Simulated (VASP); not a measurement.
A run of VASP 6.6.1 is set up as follows.

File INCAR:

```
SYSTEM = Cd
PREC = Accurate
ENCUT = 520
EDIFF = 1E-6
ISMEAR = 0
SIGMA = 0.15
LREAL = .False.
LASPH = .True.
NELM = 100
ALGO = Normal
ISIF = 2
LWAVE = .False.
LCHARG = .True.
GGA = PS
LELF = .True.
LVHAR = .True.
NBANDS = 12
```

The input KPOINTS:

```
Automatic mesh
0
Gamma
  18 18 18
  0 0 0
```

POSCAR

```
Cd
1.0
   -1.7843220000      1.7843220000      1.7843220000
    1.7843220000     -1.7843220000      1.7843220000
    1.7843220000      1.7843220000     -1.7843220000
Cd
1
Direct
    0.0000000000      0.0000000000      0.0000000000
```

Potentials or basis: VASP PAW PBE potentials, release 64 (Cd).

Command:

```sh
$ cat potpaw_PBE.64/Cd/POTCAR > POTCAR
$ mpirun -np 1 vasp_std > vasp.out
```

(1) What does it give for the pressure?

(2) Estimate the band gap on the k mesh.

Answers

(1) -2.5 GPa.

(2) none (metal or under the smearing width).

Caveat: the PAW data sets were made with another functional, which shifts forces and pressure a little.
